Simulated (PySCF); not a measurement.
Spectrum to structure. Method: TDDFT wB97X-D/def2-SVPD, vertical, gas phase, core orbitals frozen in the response in PySCF 2.14.0, density-fitted response routines. Geometries: GFN2-xTB, one conformer each.

```csv
state,E (eV),λ (nm),f
S1,4.61,269.2,0.546
S2,4.92,252.2,0.0002
S3,5.22,237.5,0.0008
S4,5.66,218.9,0.0061
S5,6.15,201.4,0.028
S6,6.33,196.0,0.0095
S7,6.39,193.9,0.0000
S8,6.51,190.5,0.0024
```

Orbital energies (eV): HOMO-3 -10.95, HOMO-2 -10.60, HOMO-1 -9.53, HOMO -7.33, LUMO 0.90, LUMO+1 1.55, LUMO+2 2.05.

Problem. Which structure fits?
A. `C=C1C=C(SC)O[SiH2]1`
B. `O=Cc1ccccc1`
C. `[SiH3]Sc1ccccc1`

Solution. A. Its S1 lies at 4.61 eV; the nearest of the others has S1 at 3.88 eV. S1 is HOMO→LUMO (96%). Löwdin shares by element: HOMO carbon 52% or more, sulfur 22% (atoms not listed hold the other 26%); LUMO carbon 63% or more, sulfur 8% (atoms not listed hold the other 29%). At the same level the other candidates give, for their lowest levels:
- `[SiH3]Sc1ccccc1`: 5.39 eV (f 0.000); 5.53 eV (f 0.046); 5.97 eV (f 0.034); 6.10 eV (f 0.056); 6.26 eV (f 0.016); T1 4.17 eV; HOMO -8.70, LUMO 1.03 eV
- `O=Cc1ccccc1`: 3.88 eV (f 0.000); 5.05 eV (f 0.020); 5.46 eV (f 0.262); 6.67 eV (f 0.262); 6.67 eV (f 0.002); T1 3.40 eV; HOMO -9.56, LUMO -0.25 eV

The values belong to the conformer `[CH2:1]=[C:2]1[CH:3]=[C:4]([S:5][CH3:6])[O:7][SiH2:8]1`: C3–C4–S5–C6 180°.
Triplets come from the Tamm–Dancoff approximation.
